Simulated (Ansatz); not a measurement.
Structure search: one Si candidate

Level of theory: DFT PBE, scalar-relativistic, plane waves, PAW in Ansatz. Cutoff 420 eV, Gaussian smearing, Γ-centred meshes. Cell and atoms relax first on a coarse mesh and then on a finer one. In between, the cell is made exact in the group found at 0.06 Å. In metals the finer mesh still leaves noise of several meV/atom or more. The steps can't lower the symmetry of their start. No spin polarisation.

A trial structure of Si was built thus: 4-connected net of one element (P42_12, No. 90). Its size is a rough estimate.

```cif
data_structure
_symmetry_space_group_name_H-M 'P42_12'
_symmetry_Int_Tables_number 90
_cell_length_a 6.2722
_cell_length_b 6.2722
_cell_length_c 4.3210
_cell_angle_alpha 90.000
_cell_angle_beta 90.000
_cell_angle_gamma 90.000
_cell_volume 169.99
loop_
_atom_site_label
_atom_site_type_symbol
_atom_site_symmetry_multiplicity
_atom_site_Wyckoff_symbol
_atom_site_fract_x
_atom_site_fract_y
_atom_site_fract_z
_atom_site_occupancy
Si1 Si 8 g 0.05221 0.74311 0.33195 1
Si2 Si 2 a 0.00000 0.00000 0.00000 1
```

Energies count from the standard state of Si at the same level.

Question: Which structure results?

Answer: The symmetry stays P42_12 (No. 90). The volume per atom grows by 27.7 %, from 17.0 to 21.7 Å³. The shortest distance goes from 2.18 Å (Si–Si) to 2.37 Å (Si–Si). The ratio c/a of the conventional cell changes by a factor of 1.19. The energy falls by about 0.40 eV/atom (the start's value is from the coarse mesh). Conventional cell: a = 6.415 Å, c = 5.274 Å. Si on a site of symmetry 1 is surrounded by 4 Si at 2.37–2.45 Å; Si on a site of symmetry 222 has 4 Si at 2.37 Å.

```
CELL_PARAMETERS angstrom
6.41525 0.00000 0.00000
0.00000 6.41525 0.00000
0.00000 0.00000 5.27408
ATOMIC_POSITIONS crystal
Si 0.04584 0.76114 0.33743
Si 0.95416 0.23886 0.33743
Si 0.73886 0.54584 0.33743
Si 0.26114 0.45416 0.33743
Si 0.45416 0.26114 0.66257
Si 0.54584 0.73886 0.66257
Si 0.76114 0.04584 0.66257
Si 0.23886 0.95416 0.66257
Si 0.00000 0.00000 0.00000
Si 0.50000 0.50000 0.00000
```

Question: Give its energy and gap.

Answer: The energy over the standard state is +0.40 eV/atom. The gap on the 6×6×8 mesh of the 10-atom cell is 0 eV (a metal).

So it is a metastable form at best.

The last run used Gaussian smearing of 0.10 eV. The zero gap may come from the functional, which often closes small gaps. A structure relaxed within its symmetry needn't be a true minimum. In all, the 3 runs took 3.9 min on 1 thread of Arm Neoverse V1 (shared host). Another cell of Si relaxed alike, in P6_3/mmc, lies 0.40 eV/atom lower, so this cell isn't the stable form at this level.
